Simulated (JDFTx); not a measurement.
# BN (F-43m) in JDFTx: further runs

Runs on BN. Level: PBEsol. Tasks: relaxation of the atoms.

All numbers are computed with JDFTx 1.7.0 (patched build); they aren't measurements. Logs are shortened: lines on timing, memory, paths and dates and some standing lists are left out, and cuts for length are marked. The log counts tension as positive stress, the text compression.

### 1 The undisturbed crystal

The structure is cubic, space group F-43m (No. 216). The conventional cell has a = 3.626 Å, b = 3.626 Å, c = 3.626 Å, α = 90.00°, β = 90.00°, γ = 90.00°. N (site symmetry -43m) is surrounded by 4 B at 1.57 Å. Around B (site symmetry -43m) lie 4 N at 1.57 Å.

The cell is a database's computed one.

### 2 Relaxation of the atoms, PBEsol (relaxed cell strained by 0.01 in Voigt component 4)

Input file BN.in:

```
lattice \
    0.0000000000     3.4085399991     3.4085399991 \
    3.4255826990     0.0170426999     3.4085399991 \
    3.4255826990     3.4085399991     0.0170426999
coords-type Lattice
ion N      0.2499999900     0.2499999900     0.2499999900 1
ion B      0.0000000000     0.0000000000     0.0000000000 1

ion-species pseudo/N.upf
ion-species pseudo/B.upf
elec-cutoff 42 336
elec-ex-corr gga-PBEsol
kpoint-folding 13 13 13
elec-smearing Fermi 0.0018374661
elec-n-bands 9
electronic-SCF nIterations 100 energyDiffThreshold 1e-10
electronic-minimize nIterations 30 energyDiffThreshold 1e-7
forces-output-coords Cartesian
ionic-minimize nIterations 20 energyDiffThreshold 1e-8 knormThreshold 2e-5

dump-name run.$VAR
dump End Ecomponents EigStats BandEigs Kpoints Forces Stress ElecDensity Dtot KEdensity
```

Potentials or basis: PseudoDojo-SR-PBEsol-0.4.1-standard.

Run with:

```
$ jdftx -c 1 -i BN.in -o BN.out
```

Output:

```text
*************** JDFTx 1.7.0 (patched build) ***************

Input parsed successfully to the following command list (including defaults):
[... the input with its defaults ...]

---------- Setting up symmetries ----------

Non-trivial transmission matrix:
[   1   0   0  ]
[  -1   1   0  ]
[   0  -1   1  ]
with reduced lattice vectors:
[     -3.408540      0.000000      3.408540  ]
[      3.408540     -3.391497      3.408540  ]
[      0.017043      3.391497      0.017043  ]

Found 8 point-group symmetries of the bravais lattice
Found 4 space-group symmetries with basis
Applied RMS atom displacement 4.84451e-08 bohrs to make symmetries exact.

---------- Initializing the Grid ----------
R =
[            0      3.40854      3.40854  ]
[      3.42558    0.0170427      3.40854  ]
[      3.42558      3.40854    0.0170427  ]
unit cell volume = 79.1998
G =
[  -0.921683   0.917097   0.917097  ]
[   0.921683  -0.926314   0.926314  ]
[   0.921683   0.926314  -0.926314  ]
Minimum fftbox size, Smin = [  40  40  40  ]
Chosen fftbox size, S = [  40  40  40  ]

---------- Initializing tighter grid for wavefunction operations ----------
R =
[            0      3.40854      3.40854  ]
[      3.42558    0.0170427      3.40854  ]
[      3.42558      3.40854    0.0170427  ]
unit cell volume = 79.1998
G =
[  -0.921683   0.917097   0.917097  ]
[   0.921683  -0.926314   0.926314  ]
[   0.921683   0.926314  -0.926314  ]
Minimum fftbox size, Smin = [  32  32  32  ]
Chosen fftbox size, S = [  32  32  32  ]

---------- Exchange Correlation functional ----------
Initalized PBEsol GGA exchange.
Initalized PBEsol GGA correlation.

---------- Setting up pseudopotentials ----------
Width of ionic core gaussian charges (only for fluid interactions / plotting) set to 0

Reading pseudopotential file 'pseudo/N.upf':
  'N' pseudopotential, 'PBESOL' functional
  Generated using ONCVPSP code by D. R. Hamann
  5 valence electrons, 2 orbitals, 4 projectors, 1001 radial grid points, with lMax = 1
    2S    l: 0   occupation:  2.0   eigenvalue: -0.678237
    2P    l: 1   occupation:  3.0   eigenvalue: -0.258576
  Core radius for overlap checks: 1.31 bohrs.

Reading pseudopotential file 'pseudo/B.upf':
  'B' pseudopotential, 'PBESOL' functional
  Generated using ONCVPSP code by D. R. Hamann
  3 valence electrons, 2 orbitals, 4 projectors, 1001 radial grid points, with lMax = 1
    2S    l: 0   occupation:  2.0   eigenvalue: -0.344017
    2P    l: 1   occupation:  1.0   eigenvalue: -0.130657
  Core radius for overlap checks: 1.18 bohrs.

Initialized 2 species with 2 total atoms.

Folded 1 k-points by 13x13x13 to 2197 k-points.

---------- Setting up k-points, bands, fillings ----------
Adding inversion symmetry to k-mesh for non-inversion-symmetric unit cell.
Reduced to 343 k-points under symmetry.
Computing the number of bands and number of electrons
Calculating initial fillings.
nElectrons:   8.000000   nBands: 9   nStates: 343

----- Setting up reduced wavefunction bases (one per k-point) -----
average nbasis = 1029.635 , ideal nbasis = 1029.656

---------- Setting up ewald sum ----------
Optimum gaussian width for ewald sums = 1.548519 bohr.
Real space sum over 1331 unit cells with max indices [  5  5  5  ]
Reciprocal space sum over 2197 terms with max indices [  6  6  6  ]

---------- Allocating electronic variables ----------
Initializing wave functions:  linear combination of atomic orbitals
Note: number of bands (9) exceeds available atomic orbitals (8)
N pseudo-atom occupations:   s ( 2 )  p ( 3 )
B pseudo-atom occupations:   s ( 2 )  p ( 1 )
	FillingsUpdate:  mu: +0.524568647  nElectrons: 8.000000
LCAOMinimize: Iter:   0  F: -12.8179542153996451  |grad|_K:  2.212e-03  alpha:  1.000e+00
	FillingsUpdate:  mu: +0.466547631  nElectrons: 8.000000
LCAOMinimize: Iter:   1  F: -12.8473321570871093  |grad|_K:  1.222e-04  alpha:  4.085e-01  linmin: -4.522e-01  cgtest:  6.750e-01
LCAOMinimize: Encountered beta<0, resetting CG.
[... 6 lines of inner loops ...]
LCAOMinimize: Iter:   4  F: -12.8474925104927671  |grad|_K:  2.572e-07  alpha:  5.152e-01  linmin:  3.836e-05  cgtest: -9.021e-05
	FillingsUpdate:  mu: +0.463732658  nElectrons: 8.000000
LCAOMinimize: Iter:   5  F: -12.8474925111991691  |grad|_K:  1.512e-08  alpha:  7.687e-01  linmin:  9.424e-04  cgtest: -2.021e-03
LCAOMinimize: Converged (|Delta F|<1.000000e-06 for 2 iters).

-------- Electronic minimization -----------
Will mix electronic density at each iteration.
	FillingsUpdate:  mu: +0.463732658  nElectrons: 8.000000
	FillingsUpdate:  mu: +0.452281518  nElectrons: 8.000000
SCF: Cycle:  0   F: -12.894834984554061   dF: -4.734e-02   |Residual|: 4.865e-02   |deigs|: 2.142e-01
	FillingsUpdate:  mu: +0.454552078  nElectrons: 8.000000
SCF: Cycle:  1   F: -12.895179351391635   dF: -3.444e-04   |Residual|: 2.456e-02   |deigs|: 1.232e-02
	FillingsUpdate:  mu: +0.458769118  nElectrons: 8.000000
SCF: Cycle:  2   F: -12.895243504542545   dF: -6.415e-05   |Residual|: 1.981e-03   |deigs|: 4.123e-03
	FillingsUpdate:  mu: +0.459048297  nElectrons: 8.000000
SCF: Cycle:  3   F: -12.895244038281541   dF: -5.337e-07   |Residual|: 9.958e-04   |deigs|: 3.247e-04
	FillingsUpdate:  mu: +0.459093085  nElectrons: 8.000000
SCF: Cycle:  4   F: -12.895244155663383   dF: -1.174e-07   |Residual|: 7.570e-05   |deigs|: 1.743e-04
	FillingsUpdate:  mu: +0.459104013  nElectrons: 8.000000
SCF: Cycle:  5   F: -12.895244166890585   dF: -1.123e-08   |Residual|: 2.844e-05   |deigs|: 8.998e-05
	FillingsUpdate:  mu: +0.459104574  nElectrons: 8.000000
SCF: Cycle:  6   F: -12.895244169690351   dF: -2.800e-09   |Residual|: 5.272e-06   |deigs|: 4.134e-05
	FillingsUpdate:  mu: +0.459104854  nElectrons: 8.000000
SCF: Cycle:  7   F: -12.895244170252251   dF: -5.619e-10   |Residual|: 3.009e-06   |deigs|: 2.559e-05
	FillingsUpdate:  mu: +0.459104575  nElectrons: 8.000000
SCF: Cycle:  8   F: -12.895244170397929   dF: -1.457e-10   |Residual|: 1.017e-06   |deigs|: 4.300e-05
	FillingsUpdate:  mu: +0.459104478  nElectrons: 8.000000
SCF: Cycle:  9   F: -12.895244170427812   dF: -2.988e-11   |Residual|: 8.413e-07   |deigs|: 3.872e-05
	FillingsUpdate:  mu: +0.459104360  nElectrons: 8.000000
SCF: Cycle: 10   F: -12.895244170436619   dF: -8.807e-12   |Residual|: 2.171e-07   |deigs|: 2.615e-05
SCF: Converged (|Delta E|<1.000000e-10 for 2 iters).

Setting wave functions to eigenvectors of Hamiltonian

# Stress tensor in Cartesian coordinates [Eh/a0^3]:
[  -3.5957e-07            0            0  ]
[            0 -1.99558e-06  0.000157489  ]
[            0  0.000157489 -1.99558e-06  ]

# Ionic positions in lattice coordinates:
ion N   0.250000000000000   0.249999990000000   0.249999990000000 1
ion B  -0.000000010000000   0.000000000000000   0.000000000000000 1

# Forces in Cartesian coordinates:
force N  -0.000507827229321   0.000000000000000  -0.000000000000000 1
force B   0.000507189516904  -0.000000000000000   0.000000000000000 1

# Energy components:
   Eewald =      -13.1978551554788499
       EH =        1.7609876385904135
     Eloc =       -5.9133870622400027
      Enl =       -1.0791355360928945
      Exc =       -4.3383209540284557
 Exc_core =        0.4768941526333336
       KE =        9.3955727461798393
-------------------------------------
     Etot =      -12.8952441704366176
       TS =        0.0000000000000021
-------------------------------------
        F =      -12.8952441704366194

IonicMinimize: Iter:   0  F: -12.895244170436619  |grad|_K:  2.930e-04

#--- Lowdin population analysis ---
# oxidation-state N -0.316
# oxidation-state B +0.341

-------- Electronic minimization -----------
Will mix electronic density at each iteration.
	FillingsUpdate:  mu: +0.459104360  nElectrons: 8.000000
	FillingsUpdate:  mu: +0.459149865  nElectrons: 8.000000
SCF: Cycle:  0   F: -12.895244536501890   dF: -1.590e-07   |Residual|: 9.856e-05   |deigs|: 2.458e-05
	FillingsUpdate:  mu: +0.459146898  nElectrons: 8.000000
SCF: Cycle:  1   F: -12.895244552427890   dF: -1.593e-08   |Residual|: 5.745e-05   |deigs|: 1.925e-05
	FillingsUpdate:  mu: +0.459144395  nElectrons: 8.000000
SCF: Cycle:  2   F: -12.895244554487086   dF: -2.059e-09   |Residual|: 8.622e-06   |deigs|: 1.856e-05
	FillingsUpdate:  mu: +0.459144451  nElectrons: 8.000000
SCF: Cycle:  3   F: -12.895244554675495   dF: -1.884e-10   |Residual|: 4.884e-06   |deigs|: 1.809e-05
	FillingsUpdate:  mu: +0.459144329  nElectrons: 8.000000
SCF: Cycle:  4   F: -12.895244554713145   dF: -3.765e-11   |Residual|: 5.023e-07   |deigs|: 1.872e-05
	FillingsUpdate:  mu: +0.459144308  nElectrons: 8.000000
SCF: Cycle:  5   F: -12.895244554719756   dF: -6.612e-12   |Residual|: 2.954e-07   |deigs|: 2.244e-05
SCF: Converged (|Delta E|<1.000000e-10 for 2 iters).

Setting wave functions to eigenvectors of Hamiltonian

# Stress tensor in Cartesian coordinates [Eh/a0^3]:
[ -2.21134e-07            0            0  ]
[            0 -1.87445e-06  0.000156838  ]
[            0  0.000156838 -1.87445e-06  ]

# Ionic positions in lattice coordinates:
ion N   0.250074446591979   0.249925543408021   0.249925543408021 1
ion B  -0.000074456591979   0.000074446591979   0.000074446591979 1

# Forces in Cartesian coordinates:
force N  -0.000250567757213   0.000000000000000  -0.000000000000000 1
force B   0.000247547874510   0.000000000000000  -0.000000000000000 1

# Energy components:
   Eewald =      -13.1978876984793718
       EH =        1.7609683866268167
     Eloc =       -5.9133237915662793
      Enl =       -1.0791320866232244
      Exc =       -4.3383163550137285
 Exc_core =        0.4768941521767311
       KE =        9.3955528381593023
-------------------------------------
     Etot =      -12.8952445547197545
       TS =        0.0000000000000022
-------------------------------------
        F =      -12.8952445547197563

IonicMinimize: Iter:   1  F: -12.895244554719756  |grad|_K:  1.438e-04  alpha:  1.000e+00  linmin: -1.000e+00

#--- Lowdin population analysis ---
# oxidation-state N -0.316
# oxidation-state B +0.341

-------- Electronic minimization -----------
Will mix electronic density at each iteration.
	FillingsUpdate:  mu: +0.459144308  nElectrons: 8.000000
	FillingsUpdate:  mu: +0.459202653  nElectrons: 8.000000
SCF: Cycle:  0   F: -12.895244660614997   dF: -1.482e-07   |Residual|: 9.551e-05   |deigs|: 2.070e-05
	FillingsUpdate:  mu: +0.459201177  nElectrons: 8.000000
SCF: Cycle:  1   F: -12.895244675260450   dF: -1.465e-08   |Residual|: 5.506e-05   |deigs|: 2.042e-05
	FillingsUpdate:  mu: +0.459198321  nElectrons: 8.000000
SCF: Cycle:  2   F: -12.895244677173482   dF: -1.913e-09   |Residual|: 8.195e-06   |deigs|: 2.046e-05
	FillingsUpdate:  mu: +0.459198400  nElectrons: 8.000000
SCF: Cycle:  3   F: -12.895244677352032   dF: -1.786e-10   |Residual|: 4.563e-06   |deigs|: 1.969e-05
	FillingsUpdate:  mu: +0.459198270  nElectrons: 8.000000
SCF: Cycle:  4   F: -12.895244677386696   dF: -3.466e-11   |Residual|: 4.814e-07   |deigs|: 2.361e-05
	FillingsUpdate:  mu: +0.459198258  nElectrons: 8.000000
SCF: Cycle:  5   F: -12.895244677393148   dF: -6.452e-12   |Residual|: 2.773e-07   |deigs|: 1.533e-04
SCF: Converged (|Delta E|<1.000000e-10 for 2 iters).

Setting wave functions to eigenvectors of Hamiltonian

# Stress tensor in Cartesian coordinates [Eh/a0^3]:
[   -9.615e-08            0            0  ]
[            0 -1.77032e-06  0.000156212  ]
[            0  0.000156212 -1.77032e-06  ]

# Ionic positions in lattice coordinates:
ion N   0.250146187608109   0.249853802391891   0.249853802391891 1
ion B  -0.000146197608109   0.000146187608109   0.000146187608109 1

# Forces in Cartesian coordinates:
force N  -0.000002138390589  -0.000000000000000   0.000000000000000 1
force B  -0.000001090531703   0.000000000000000  -0.000000000000000 1

# Energy components:
   Eewald =      -13.1979182852515660
       EH =        1.7609502760963660
     Eloc =       -5.9132643693686759
      Enl =       -1.0791290325513039
      Exc =       -4.3383120451167425
 Exc_core =        0.4768941516322712
       KE =        9.3955346271665032
-------------------------------------
     Etot =      -12.8952446773931459
       TS =        0.0000000000000022
-------------------------------------
        F =      -12.8952446773931477

IonicMinimize: Iter:   2  F: -12.895244677393148  |grad|_K:  3.025e-07  alpha:  1.000e+00  linmin: -3.087e-01
IonicMinimize: Converged (|grad|_K<2.000000e-05).

#--- Lowdin population analysis ---
# oxidation-state N -0.316
# oxidation-state B +0.341

Dumping 'run.eigStats' ...
	eMin: -0.333881 at state 0 ( [ +0.000000 +0.000000 +0.000000 ] spin 0 )
	HOMO: +0.413783 at state 0 ( [ +0.000000 +0.000000 +0.000000 ] spin 0 )
	mu  : +0.459198
	LUMO: +0.575066 at state 47 ( [ +0.000000 +0.461538 +0.461538 ] spin 0 )
	eMax: +1.317308 at state 0 ( [ +0.000000 +0.000000 +0.000000 ] spin 0 )
	HOMO-LUMO gap: +0.161282
	Optical gap  : +0.319684 at state 0 ( [ +0.000000 +0.000000 +0.000000 ] spin 0 )
Done!
[note: mu as printed may lie anywhere between the filled and the empty levels]
```

Run time: 2.3 min. Hardware: 1 thread of Intel Xeon Platinum 8488C (Sapphire Rapids), shared host; peak memory 0.18 GiB.

Results:

```
Free energy               : -350.8975 eV
Energy gained by relaxing : 0.0 meV/atom
Ionic steps               : 3
Pressure after relaxing   : 0.0 GPa
Band gap on the k mesh    : 4.39 eV, indirect (least direct gap 8.70 eV)
Loewdin charges           : N -0.32; B +0.34 e
```

Final structure:
```
N B
1.0
     0.00000    1.81274    1.81274
     1.80372    0.00902    1.80372
     1.80372    1.80372    0.00902
N B
1 1
Direct
  0.25015 0.24985 0.24985
  0.99985 0.00015 0.00015
```

Caveat: an odd mesh through Γ misses points on the zone boundary, where band edges often lie.

### 3 Relaxation of the atoms, PBEsol (relaxed cell strained by -0.01 in Voigt component 4)

Edit BN.in of step 2 so:

```diff
@@ -2,4 +2,4 @@
     0.0000000000     3.4085399991     3.4085399991 \
-    3.4255826990     0.0170426999     3.4085399991 \
-    3.4255826990     3.4085399991     0.0170426999
+    3.3914972992    -0.0170426999     3.4085399991 \
+    3.3914972992     3.4085399991    -0.0170426999
 coords-type Lattice
```

Potentials or basis: PseudoDojo-SR-PBEsol-0.4.1-standard.

Run with:

```
$ jdftx -c 1 -i BN.in -o BN.out
```

Run time: 2.3 min. Hardware: 1 thread of Intel Xeon Platinum 8488C (Sapphire Rapids), shared host; peak memory 0.18 GiB.

It converged, with:

```
Free energy               : -350.8975 eV
Energy gained by relaxing : 0.0 meV/atom
Ionic steps               : 3
Pressure after relaxing   : 0.0 GPa
Band gap on the k mesh    : 4.39 eV, indirect (least direct gap 8.70 eV)
Loewdin charges           : N -0.32; B +0.34 e
```

Stress tensor (GPa, compression positive):
```
0.00 0.00 0.00
0.00 0.05 4.60
0.00 4.60 0.05
```

Final structure:
```
N B
1.0
     0.00000    1.79470    1.79470
     1.80372   -0.00902    1.80372
     1.80372    1.80372   -0.00902
N B
1 1
Direct
  0.24985 0.25015 0.25015
  0.00015 0.99985 0.99985
```

Levels at points of the mesh, in eV from the valence-band top:
```csv
k point,band 1,band 2,band 3,band 4,band 5
"(0.00, 0.00, 0.00)",-20.34,-0.06,-0.03,0.00,8.70
```

Caveat: an odd mesh through Γ misses points on the zone boundary, where band edges often lie.
